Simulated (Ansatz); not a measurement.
**BaS: relaxation of cell and atoms**

Level of theory: DFT, PBE, PAW with Ansatz's default frozen-core files, scalar-relativistic in Ansatz 0.2.0.

Command: `ansatz run input.yaml --threads 1 --pin off --max-ram 2048MiB --backend cpu --events-out ev --progress --plain --runs-dir out` The run took about 7.2 s on 1 thread of a shared machine.

```yaml
crystal:
  lattice:
    - [0.0, 3.2195088072, 3.2195088072]
    - [3.2195088072, 0.0, 3.2195088072]
    - [3.2195088072, 3.2195088072, 0.0]
  atoms:
    - { symbol: Ba, position: [0.0, 0.0, 0.0] }
    - { symbol: S, position: [0.25, 0.25, 0.25] }
kpoints:
  mp_grid: { grid: [9, 9, 9] }
scf:
  occupations: { method: fermi_dirac, width: 0.08 }
hamiltonian:
  xc: pbe
  pseudopotentials: { kind: paw }
output:
  forces: true
  stress: true
relax:
  f_tol: 0.005
  max_steps: 80
  cell: {}
```

Spin–orbit coupling is left out, though it moves levels of the heavy atoms by tenths of an eV or more.

The cell is built from the zincblende type as a first guess.

The cutoff is 420 eV; energies and pressures of the walk include the program's estimate of the Pulay term.

Each frame lists the cell vectors (Å), then Cartesian positions (Å); symmetry keeps all forces zero. Free energies count from the first step, -6854.7744 eV.

The walk took 6 evaluations in all; steps that aren't listed are left out.

Step 1: E = 0.0 meV, P = 12.38 GPa

```
cell 0.0000 3.2195 3.2195 3.2195 0.0000 3.2195 3.2195 3.2195 0.0000
Ba    0.0000    0.0000    0.0000
S     1.6098    1.6098    1.6098
```

Step 2: E = -508.3 meV, P = 4.34 GPa

```
cell 0.0000 3.3765 3.3765 3.3765 0.0000 3.3765 3.3765 3.3765 0.0000
Ba    0.0000    0.0000    0.0000
S     1.6882    1.6882    1.6882
```

Step 3: E = -620.6 meV, P = 1.07 GPa

```
cell 0.0000 3.4749 3.4749 3.4749 0.0000 3.4749 3.4749 3.4749 0.0000
Ba    0.0000    0.0000    0.0000
S     1.7375    1.7375    1.7375
```

Step 4: E = -630.2 meV, P = 0.16 GPa

```
cell 0.0000 3.5098 3.5098 3.5098 0.0000 3.5098 3.5098 3.5098 0.0000
Ba    0.0000    0.0000    0.0000
S     1.7549    1.7549    1.7549
```

(1) How does the relaxation end?

Answers

(1) It converges, with a = 7.032 Å, b = 7.032 Å, c = 7.032 Å, α = 90.00°, β = 90.00°, γ = 90.00° (conventional cell, space group F-43m). The last solve (on a basis chosen afresh for the final cell, so its energy is not quite comparable) gives E = -631.9 meV, P = 0.04 GPa:
```
cell 0.0000 3.5161 3.5161 3.5161 0.0000 3.5161 3.5161 3.5161 0.0000
Ba    0.0000    0.0000    0.0000
S     1.7581    1.7581    1.7581
```
